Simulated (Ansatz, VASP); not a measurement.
Two plane-wave programs on MoS2

```xyz
6
Lattice="3.1492 0.0000 0.0000 -1.5746 2.7273 0.0000 0.0000 0.0000 12.0899" Properties=species:S:1:pos:R:3 pbc="T T T"
Mo    0.0000    1.8182    3.0225
Mo    1.5746    0.9091    9.0674
S     0.0000    1.8182    7.5016
S     1.5746    0.9091    1.4567
S     0.0000    1.8182   10.6331
S     1.5746    0.9091    4.5882
```

Alike in both runs: task relaxation of cell and atoms; functional PBE; dispersion D3(BJ); k mesh 12 × 12 × 4; no spin polarisation.

|  | VASP | Ansatz |
| --- | --- | --- |
| version | VASP 6.6.1 | Ansatz 0.2.0 |
| potentials or method | VASP PAW PBE potentials, release 64 (Mo_sv, S) | scalar-relativistic, plane waves, PAW |
| plane-wave cutoff (eV) | 600 | 420 |
| occupations | gaussian, width 0.01 eV | fixed |
| valence electrons in the cell | 52 | 52 |

```csv
,VASP,Ansatz,Ansatz less VASP
"gap on the k mesh at the Fermi level, each at its own relaxed structure (eV)",0.80,0.78,-0.013
relaxed volume (Å³/atom),17.29,17.31,+0.018
relaxed cell length with the largest relative difference (Å),12.080,12.088,+0.0078
```

A k mesh can miss the band edges.
